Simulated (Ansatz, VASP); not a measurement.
**One calculation of Ti, two programs**

```
Ti
1.0
     0.00000    1.99229    1.99229
     1.99229    0.00000    1.99229
     1.99229    1.99229    0.00000
Ti
1
Direct
  0.00000 0.00000 0.00000
```

Alike in both runs: functional PBEsol; dispersion D3(BJ); k mesh 13 × 13 × 13; occupations gaussian, width 0.1 eV; no spin polarisation.

Ansatz relaxed the structure, and its values are those at the end. VASP's run is a single point on that final structure, the one shown.

|  | VASP | Ansatz |
| --- | --- | --- |
| version | VASP 6.6.1 | Ansatz 0.2.0 |
| potentials or method | VASP PAW PBE potentials, release 64 (Ti_sv) | plane waves, PAW |
| plane-wave cutoff (eV) | 520 | 420 |
| valence electrons in the cell | 12 | 12 |

Ansatz gave:

| Property | Result |
| --- | --- |
| pressure (GPa) | 0.0 |
| dispersion energy (meV/atom) | -659.5 |

**Question.** Which values does VASP return?

**Answer.** Pressure (GPa): -0.4; dispersion energy (meV/atom): -659.3.

Caveats: the PAW data sets were made with another functional, which shifts forces and pressure a little (VASP); pairwise dispersion overbinds metals, which lowers pressure and volume.
